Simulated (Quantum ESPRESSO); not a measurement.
The system is Mo.

```xyz
1
Lattice="-1.5838 1.5838 1.5838 1.5838 -1.5838 1.5838 1.5838 1.5838 -1.5838" Properties=species:S:1:pos:R:3 pbc="T T T"
Mo    0.0000    0.0000    0.0000
```

Program: Quantum ESPRESSO 7.5. Alike in all runs: cell as given; smearing fermi-dirac 0.05 eV.

Order these runs on this cell by their pressure, lowest first.
A. level LDA; potentials or basis JTH 2.0 LDA; spin off; k mesh 9 × 9 × 9; cutoff (eV) 490; form of the LDA correlation PW92; mixing beta 0.5; k mesh for the Wannier functions 7 × 7 × 7
B. level PBEsol; potentials or basis PseudoDojo 0.4.1 SR PBEsol standard; spin off; k mesh 12 × 12 × 12; cutoff (eV) 1088; mixing beta 0.5
C. level PBE; potentials or basis SSSP 1.3 efficiency PBE; spin off; k mesh 12 × 12 × 12; cutoff (eV) 816; mixing beta 0.5
D. level N12; potentials or basis PseudoDojo 0.4.1 SR PBE standard; spin non-collinear, ferromagnetic start; k mesh 10 × 10 × 10; cutoff (eV) 1088; mixing beta 0.3; dos occupations tetrahedra_opt

A (-14.1 GPa), B (-9.3 GPa), D (-3.6 GPa), C (-2.0 GPa).

Caveats: the cutoff is low for these files, which shifts pressure and relaxed volume (some runs); the Wannier minimisation didn't converge (some runs); the potentials were made for another functional, which shifts forces and pressure (some runs); non-collinear GGA energies in this program can be off by tens of meV an atom and hang on the start (some runs).

Not every run made on this cell is shown here.
